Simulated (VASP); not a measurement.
# Te2Pt (Moncheite) (P-3m1) in VASP: further runs, part 2 of 3

VASP 6.6.1. Earlier steps stand in the parts before.

## Step 4: Single point, r2SCAN+rVV10

This run uses another cell than the first one, of 25.00 Å³/atom, 1.030 times its volume.

Input file POSCAR:

```
Te2Pt
1.0
    4.0381735140      0.0000000000      0.0000000000
   -2.0190867570      3.4971608480      0.0000000000
    0.0000000000      0.0000000000      5.3109405876
Te Pt
2 1
Direct
    0.3333333333      0.6666666667      0.2568471026
    0.6666666667      0.3333333333      0.7431528974
    0.0000000000      0.0000000000      0.0000000000
```

Input file INCAR.step1:

```
ALGO = Normal
EDIFF = 1E-4
ENCUT = 520
GGA = PE
ISMEAR = -1
LASPH = T
LCHARG = F
LREAL = F
LWAVE = T
NBANDS = 18
NELM = 100
PREC = Accurate
SIGMA = 0.02
```

Input file INCAR.step2:

```
ALGO = Normal
BPARAM = 11.95
CPARAM = 0.0093
EDIFF = 1E-7
ENCUT = 520
ISIF = 2
ISMEAR = -1
ISTART = 1
IVDW_NL = 2
LASPH = T
LCHARG = T
LELF = T
LMIXTAU = T
LREAL = F
LUSE_VDW = T
LVHAR = T
LWAVE = F
METAGGA = R2SCAN
NBANDS = 18
NELM = 100
PREC = Accurate
SIGMA = 0.02
```

Input file KPOINTS:

```
k-points
0
Gamma
  6 6 4
```

Potentials or basis: VASP PAW PBE potentials, release 64 (Te, Pt).

The run is started by

```
> cat potpaw_PBE.64/Te/POTCAR potpaw_PBE.64/Pt/POTCAR > POTCAR
> cp INCAR.step1 INCAR
> mpirun -np 1 vasp_std > vasp.out
> cp INCAR.step2 INCAR
> mpirun -np 1 vasp_std > vasp.out
```

OUTCAR:

```text
BPARAM = 11.95
   EDIFF = 1E-7
   ENCUT = 520
   ISIF = 2
   ISMEAR = -1
   ISTART = 1
   IVDW_NL = 2
   LASPH = T
   LREAL = F
   METAGGA = R2SCAN
   NELM = 100
   PREC = Accurate

 ion  position               nearest neighbor table
   1  0.333  0.667  0.257-   3 2.70   3 2.70   3 2.70   2 3.48   2 3.48   2 3.48   2 3.59   2 3.59
                             2 3.59
   2  0.667  0.333  0.743-   3 2.70   3 2.70   3 2.70   1 3.48   1 3.48   1 3.48   1 3.59   1 3.59
                             1 3.59
   3  0.000  0.000  0.000-   1 2.70   2 2.70   1 2.70   2 2.70   2 2.70   1 2.70

  LATTYP: Found a hexagonal cell.
 ALAT       =     4.0381735140
 C/A-ratio  =     1.3151838496

  Lattice vectors:

 A1 = (   4.0381735140,   0.0000000000,   0.0000000000)
 A2 = (  -2.0190867570,   3.4971608480,   0.0000000000)
 A3 = (   0.0000000000,   0.0000000000,   5.3109405876)

Analysis of symmetry for initial positions (statically):
=====================================================================
 Subroutine PRICEL returns:
 Original cell was already a primitive cell.

 Routine SETGRP: Setting up the symmetry group for a
 hexagonal supercell.

 Subroutine GETGRP returns: Found 12 space group operations
 (whereof 12 operations were pure point group operations)
 out of a pool of 24 trial point group operations.

The static configuration has the point symmetry D_3d.

Analysis of symmetry for dynamics (positions and initial velocities):
=====================================================================
 Subroutine PRICEL returns:
 Original cell was already a primitive cell.

 Routine SETGRP: Setting up the symmetry group for a
 hexagonal supercell.

 Subroutine GETGRP returns: Found 12 space group operations
 (whereof 12 operations were pure point group operations)
 out of a pool of 24 trial point group operations.

The dynamic configuration has the point symmetry D_3d.

 Subroutine INISYM returns: Found 12 space group operations
 (whereof 12 operations are pure point group operations),
 and found     1 'primitive' translations

----------------------------------------------------------------------------------------

                                     Primitive cell

  volume of cell :      75.0019

  direct lattice vectors                    reciprocal lattice vectors
     4.038173514  0.000000000  0.000000000     0.247636709  0.142973121  0.000000000
    -2.019086757  3.497160848  0.000000000     0.000000000  0.285946241  0.000000000
     0.000000000  0.000000000  5.310940588     0.000000000  0.000000000  0.188290564

  length of vectors
     4.038173514  4.038173514  5.310940588     0.285946241  0.285946241  0.188290564

  position of ions in fractional coordinates (direct lattice)
     0.333333333  0.666666667  0.256847103
     0.666666667  0.333333333  0.743152897
     0.000000000  0.000000000  0.000000000

  ion indices of the primitive-cell ions
   primitive index   ion index
                 1           1
                 2           2
                 3           3

----------------------------------------------------------------------------------------

 KPOINTS: k-points

Automatic generation of k-mesh.
 Grid dimensions read from file:
 generate k-points for:    6    6    4

 Generating k-lattice:

  Cartesian coordinates                     Fractional coordinates (reciprocal lattice)
     0.041272785  0.023828853  0.000000000     0.166666667  0.000000000  0.000000000
     0.000000000  0.047657707  0.000000000     0.000000000  0.166666667  0.000000000
     0.000000000  0.000000000  0.047072641     0.000000000  0.000000000  0.250000000

  Length of vectors
     0.047657707  0.047657707  0.047072641

  Shift w.r.t. Gamma in fractional coordinates (k-lattice)
     0.000000000  0.000000000  0.000000000

 Subroutine IBZKPT returns following result:
 ===========================================

 Found     24 irreducible k-points:

 Following reciprocal coordinates:
            Coordinates               Weight
  0.000000  0.000000  0.000000      1.000000
  0.166667  0.000000  0.000000      6.000000
  0.333333  0.000000  0.000000      6.000000
  0.500000  0.000000  0.000000      3.000000
  0.166667  0.166667  0.000000      6.000000
  0.333333  0.166667  0.000000     12.000000
[... 16 lines left out ...]
  0.333333  0.166667  0.500000     12.000000
  0.333333  0.333333  0.500000      2.000000
   k-points           NKPTS =     24   k-points in BZ     NKDIM =     24   number of bands    NBANDS=     18
   number of dos      NEDOS =    301   number of ions     NIONS =      3
   total plane-waves  NPLWV =  36000
   dimension x,y,z NGX =    30 NGY =   30 NGZ =   40
   dimension x,y,z NGXF=    60 NGYF=   60 NGZF=   80
   ions per type =               2   1
   NGX,Y,Z   is equivalent  to a cutoff of  12.35, 12.35, 12.52 a.u.
   NGXF,Y,Z  is equivalent  to a cutoff of  24.70, 24.70, 25.04 a.u.
 SYSTEM =  unknown system
   PREC   = accura    normal or accurate (medium, high low for compatibility)
   ISTART =      1    job   : 0-new  1-cont  2-samecut
   ICHARG =      0    charge: 1-file 2-atom 10-const
   ISPIN  =      1    spin polarized calculation?
   LNONCOLLINEAR =      F non collinear calculations
   LSORBIT =      F    spin-orbit coupling
   LASPH  =      T    aspherical Exc in radial PAW
   ENCUT  =  520.0 eV  38.22 Ry    6.18 a.u.   7.51  7.51  9.87*2*pi/ulx,y,z
   NELM   =    100;   NELMIN=  2; NELMDL=  0     # of ELM steps
   EDIFF  = 0.1E-06   stopping-criterion for ELM
   LREAL  =      F    real-space projection
   EDIFFG = 0.1E-05   stopping-criterion for IOM
   NSW    =      0    number of steps for IOM
   IBRION =     -1    ionic relax: 0-MD 1-quasi-New 2-CG
   NFREE  =      0    steps in history (QN), initial steepest desc. (CG)
   ISIF   =      2    stress and relaxation
   ISYM   =      2    0-nonsym 1-usesym 2-fastsym
   POTIM  = 0.5000    time-step for ionic-motion
   TEBEG  =    0.0;   TEEND  =   0.0 temperature during run
   PSTRESS=    0.0 pullay stress
   NELECT =      22.0000    total number of electrons
   NUPDOWN=      -1.0000    fix difference up-down
   EMIN   =  10.00;   EMAX   =-10.00  energy-range for DOS
   EFERMI =   0.00;   METHOD = LEGACY
   ISMEAR =    -1;   SIGMA  =   0.02  broadening in eV -4-tet -1-fermi 0-gaus
   EFERMI_NEDOS =   21; number of points for ismear=-14 and -15
   IALGO  =     38    algorithm
   IMIX   =      4    mixing-type and parameters
     AMIX     =   0.40;   BMIX     =  1.00
     AMIX_MAG =   1.60;   BMIX_MAG =  1.00
  volume/ion in A,a.u.               =      25.00       168.71
  Fermi-wavevector in a.u.,A,eV,Ry     =   1.087740  2.055530 16.098114  1.183178
  Thomas-Fermi vector in A             =   2.223906
   LORBIT       =      0    0 simple, 1 ext, 2 COOP (PROOUT), +10 PAW based schemes
   METAGGA = R2SCAN    functional components
   LHFCALC =     F    Hartree Fock is set to
   AEXX    =    0.0000 exact exchange contribution
   IVDW_NL    =     2    kernel type
   BPARAM     =11.9500
   IVDW    =     0    specifies the selected vdW correction
   LEPSILON=     F    determine dielectric tensor
   LRPA    =     F    only Hartree local field effects (RPA)
 non-spin polarized calculation
  energy-cutoff  :      520.00
  volume of cell :       75.00
 maximum number of plane-waves:      2041
   NGX = 15   NGY = 15   NGZ = 19

 number of electron      21.9999998 magnetization

 Free energy of the ion-electron system (eV)
  ---------------------------------------------------
  ext. energy  EPLUGINS =         0.00000000
  ---------------------------------------------------
  free energy    TOTEN  =      -103.15849443 eV

  energy without entropy =     -103.15769991  energy(sigma->0) =     -103.15809717

 E-fermi :   8.2683     XC(G=0): -11.0560

 val. band max:        8.2357046071   @ k =   0.0000   0.3333   0.2500
 cond. band min:       8.3895553400   @ k =   0.0000   0.0000   0.2500
 fundamental gap:      0.1538507330
 Fermi energy:         8.2682741161

 k-point     1 :       0.0000    0.0000    0.0000
  band No.  band energies     occupation
      1      -6.1978      2.00000
      2      -2.7709      2.00000
      3       1.2915      2.00000
      4       2.3315      2.00000
      5       2.3315      2.00000
      6       4.2959      2.00000
[... 481 lines left out ...]
      5       2.0644      2.00000
      6       4.0639      2.00000
[... 10 lines left out ...]
     17      15.6782      0.00000
     18      16.5979      0.00000

------------------------ aborting loop because EDIFF is reached ----------------------------------------

  FORCE on cell =-STRESS in cart. coord.  units (eV):
  Direction    XX          YY          ZZ          XY          YZ          ZX
  --------------------------------------------------------------------------------------
  -------------------------------------------------------------------------------------
  Total        0.1596252      0.1596252      0.1374939      0.0000000      0.0000000     -0.0000000
  in kB        3.4098877      3.4098877      2.9371219      0.0000000      0.0000000     -0.0000000
  external PRESSURE =       3.2522991 kB  Pullay stress =       0.0000000 kB

 VOLUME and BASIS-vectors are now :
 -----------------------------------------------------------------------------
  energy-cutoff  :      520.00
  volume of cell :       75.00
      direct lattice vectors                 reciprocal lattice vectors
     4.038173514  0.000000000  0.000000000     0.247636709  0.142973121  0.000000000
    -2.019086757  3.497160848  0.000000000     0.000000000  0.285946241  0.000000000
     0.000000000  0.000000000  5.310940588     0.000000000  0.000000000  0.188290564

 POSITION                                       TOTAL-FORCE (eV/Angst)
 -----------------------------------------------------------------------------------
     -0.00000      2.33144      1.36410        -0.000000      0.000000      0.029493
      2.01909      1.16572      3.94684         0.000000     -0.000000     -0.029493
      0.00000      0.00000      0.00000        -0.000000      0.000000      0.000000
 -----------------------------------------------------------------------------------
    total drift:                                0.000000     -0.000000     -0.000000

  FREE ENERGIE OF THE ION-ELECTRON SYSTEM (eV)
  ---------------------------------------------------
  free  energy   TOTEN  =      -103.1584944347 eV

  energy  without entropy=     -103.1576999076  energy(sigma->0) =     -103.15809717
```

Run time: 3 min. Hardware: 1 thread of Intel Xeon Platinum 8488C (Sapphire Rapids), shared host; peak memory 0.34 GiB.

What came out:

- Free energy: -103.1585 eV
- Pressure: 0.3 GPa
- Largest force: 0.029 eV/Å
- Band gap on the k mesh: none (metal or under the smearing width)

Forces on the atoms (eV/Å):
```
Te   0.000  0.000  0.029
Te   0.000  0.000 -0.029
Pt   0.000  0.000  0.000
```

Levels at points of the mesh, in eV from the Fermi level:
| k point | band 8 | band 9 | band 10 | band 11 | band 12 | band 13 | band 14 | band 15 |
| --- | --- | --- | --- | --- | --- | --- | --- | --- |
| (0.00, 0.00, 0.00) | -2.87 | -0.54 | -0.54 | 1.11 | 1.11 | 1.46 | 3.16 | 4.68 |
| (0.50, 0.00, 0.00) | -3.60 | -3.60 | -3.48 | -2.98 | 0.21 | 2.56 | 4.05 | 5.64 |
| (0.00, 0.00, 0.50) | -2.39 | -1.43 | -1.20 | -1.20 | 2.29 | 2.29 | 4.46 | 5.35 |
| (0.50, 0.00, 0.50) | -3.61 | -3.42 | -2.50 | -0.83 | 0.54 | 1.50 | 4.32 | 4.61 |

Caveat: the PAW data sets were made with another functional, which shifts forces and pressure a little. Spin-orbit coupling is left out, which matters for the levels of Pt, Te.

(Continued in part 3 of 3.)
